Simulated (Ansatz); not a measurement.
# ScAl3: the cost of one run

Computed with Ansatz 0.2.0 (DFT PBEsol, scalar-relativistic, plane waves, PAW, unless a step's input says otherwise).

1 further run of the same task is left out (set aside as unsound or not needed). Runs told in other sessions of the task aren't counted.

## 1. Starting point

Symmetry: Pm-3m, No. 221, cubic system. Conventional cell: a = 4.071 Å, b = 4.071 Å, c = 4.071 Å, α = 90.00°, β = 90.00°, γ = 90.00°. Sc (site symmetry m-3m) is surrounded by 12 Al at 2.88 Å. Al (site symmetry 4/mmm) has 4 Sc at 2.88 Å and 8 Al at 2.88 Å in its first shell of neighbours.

Structure file:

```cif
data_structure
_symmetry_space_group_name_H-M 'P 1'
_symmetry_Int_Tables_number 1
_cell_length_a 4.0713
_cell_length_b 4.0713
_cell_length_c 4.0713
_cell_angle_alpha 90.000
_cell_angle_beta 90.000
_cell_angle_gamma 90.000
_cell_volume 67.48
loop_
_atom_site_label
_atom_site_type_symbol
_atom_site_fract_x
_atom_site_fract_y
_atom_site_fract_z
_atom_site_occupancy
Sc1 Sc 0.00000 0.00000 0.00000 1
Al1 Al 0.50000 0.00000 0.50000 1
Al2 Al 0.00000 0.50000 0.50000 1
Al3 Al 0.50000 0.50000 0.00000 1
```

It goes back to an entry of the Materials Project.

This cell was relaxed beforehand with the same method: volume 16.87 Å³/atom, gap on the mesh none (metal).

## 2. Zero of energy

Reference values: F = -3686.9138 eV; pressure 0.04 GPa; largest force 0.000 eV/Å; gap on the mesh none (metal). It was computed beforehand with the settings of the runs below.

## 3. Setting up a sublattice displacement scan

Every Al atom is moved by x along the Cartesian unit vector (0.707, 0.707, 0.000); the cell and all other atoms stay fixed. Forces below are components along that vector, summed over the moved atoms.

## 4. At x = -0.300 Å

input.yaml

```yaml
crystal:
  lattice:
    - [4.0712986163, 0.0, 0.0]
    - [0.0, 4.0712986163, 0.0]
    - [0.0, 0.0, 4.0712986163]
  atoms:
    - { symbol: Sc, position: [0.0, 0.0, 0.0] }
    - { symbol: Al, position: [0.447895732, -0.052104268, 0.5] }
    - { symbol: Al, position: [-0.052104268, 0.447895732, 0.5] }
    - { symbol: Al, position: [0.447895732, 0.447895732, 0.0] }
basis:
  ecutwfc: 420
kpoints:
  mp_grid: { grid: [12, 12, 12] }
hamiltonian:
  xc: pbesol
scf:
  occupations: { method: gaussian, width: 0.15 }
output:
  forces: true
  stress: true
  eigenvalues: true
```

Started as:

```sh
ansatz run input.yaml --threads 1 --pin off --max-ram 2560MiB --backend cpu --events-out ev --progress --plain --runs-dir out
```

**Question.** How long does this run take on 1 thread of Arm Neoverse V2, shared host, and how much memory does it need?

About 23 s, with a peak of 0.57 GiB.
